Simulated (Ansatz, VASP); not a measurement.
## Al3Au: VASP beside Ansatz

File INCAR:

```
SYSTEM = Al3Au
ALGO = Normal
EDIFF = 1E-7
ENCUT = 520
GGA = PS
ISIF = 2
ISMEAR = -1
LASPH = .TRUE.
LCHARG = .FALSE.
LREAL = .FALSE.
LWAVE = .FALSE.
NBANDS = 18
NELM = 60
PREC = Accurate
SIGMA = 0.05
```

The input KPOINTS:

```
k-points
0
G
  9 9 9
  0 0 0
```

File POSCAR:

```
Al3Au
1.0
   -2.0650554965      2.0650554965      4.1361613754
    2.0650554965     -2.0650554965      4.1361613754
    2.0650554965      2.0650554965     -4.1361613754
Au Al
1 3
Direct
    0.0000000000      0.0000000000      0.0000000000
    0.5000000000      0.5000000000      0.0000000000
    0.2500000000      0.7500000000      0.5000000000
    0.7500000000      0.2500000000      0.5000000000
```

Contents of input.yaml:

```yaml
crystal:
  lattice:
    - [-2.0650554965, 2.0650554965, 4.1361613754]
    - [2.0650554965, -2.0650554965, 4.1361613754]
    - [2.0650554965, 2.0650554965, -4.1361613754]
  atoms:
    - { symbol: Au, position: [0.0, 0.0, 0.0] }
    - { symbol: Al, position: [0.5, 0.5, 0.0] }
    - { symbol: Al, position: [0.25, 0.75, 0.5] }
    - { symbol: Al, position: [0.75, 0.25, 0.5] }
hamiltonian:
  xc: pbesol
  pseudopotentials: { kind: paw }
kpoints:
  mp_grid: { grid: [9, 9, 9] }
scf:
  occupations: { method: fermi_dirac, width: 0.05 }
output:
  forces: true
  stress: true
  eigenvalues: true
  write_density: true
  write_potential: true
  elf: true
  volumetric_format: npy
```

Change from the starting cell: volume scaled by 1.06.

Alike in both runs: task single point; functional PBEsol; k mesh 9 × 9 × 9; occupations fermi-dirac, width 0.05 eV; no spin polarisation.

|  | VASP | Ansatz |
| --- | --- | --- |
| version | VASP 6.6.1 | Ansatz 0.2.0 |
| potentials or method | VASP PAW PBE potentials, release 64 (Au, Al) | Ansatz PAW |
| plane-wave cutoff (eV) | 520 | 420 |
| valence electrons in the cell | 20 | 28 |

```tsv
	VASP	Ansatz	Ansatz less VASP
gap on the k mesh at the Fermi level (eV)	none	none	-
pressure (GPa)	-7.3	-7.2	+0.06
largest component of the traceless stress (GPa)	0.22	0.23	+0.012
```

A gap of «none» marks a metal or a gap that the smearing closes. The two sets of potentials don't hold the same shells in valence.

Caveats: the PAW data sets were made with another functional, which shifts forces and pressure a little (VASP); the PAW data sets come from PBE, with cores solved anew for the run's functional, which leaves a small shift of forces and pressure (Ansatz). Spin-orbit coupling is left out, which matters for the levels of Au.
